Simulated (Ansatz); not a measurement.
Bi:

```
Bi
1.0
    -1.98143    1.98143    1.98143
     1.98143   -1.98143    1.98143
     1.98143    1.98143   -1.98143
Bi
1
Direct
  0.00000 0.00000 0.00000
```

This isn't the form of Bi at room conditions, which is rhombohedral.

Base run:

```yaml
Program: Ansatz 0.2.0
Functional: PBEsol
Potentials_or_basis: Ansatz PAW
Cutoff: "420 eV (not typed: the program's choice for these potentials)"
k_mesh: 9 × 9 × 9
Occupations: fermi-dirac, width 0.05 eV
Spin: no spin polarisation
```

Its results: band gap on the k mesh none (metal or under the smearing width); pressure -2.0 GPa.

Problem. After a change of settings the same cell gave: band gap on the k mesh none (metal or under the smearing width); pressure 0.1 GPa. Which change was it?
A. functional from PBEsol to HF; k mesh from 9 × 9 × 9 to 5 × 5 × 5
B. functional from PBEsol to r2SCANh; cutoff from 420 eV (not typed: the program's choice for these potentials) to 500 eV (not typed: the program's choice for these potentials); k mesh from 9 × 9 × 9 to 5 × 5 × 5
C. functional from PBEsol to BLYP
D. functional from PBEsol to r2SCAN; cutoff from 420 eV (not typed: the program's choice for these potentials) to 500 eV (not typed: the program's choice for these potentials)

Solution. D.

Caveats: spin-orbit coupling is left out, which moves the levels of the heavy elements; the PAW data sets come from PBE, with cores solved anew for the run's functional, which leaves a small shift of forces and pressure.

Runs at the PBE level aren't shown here.
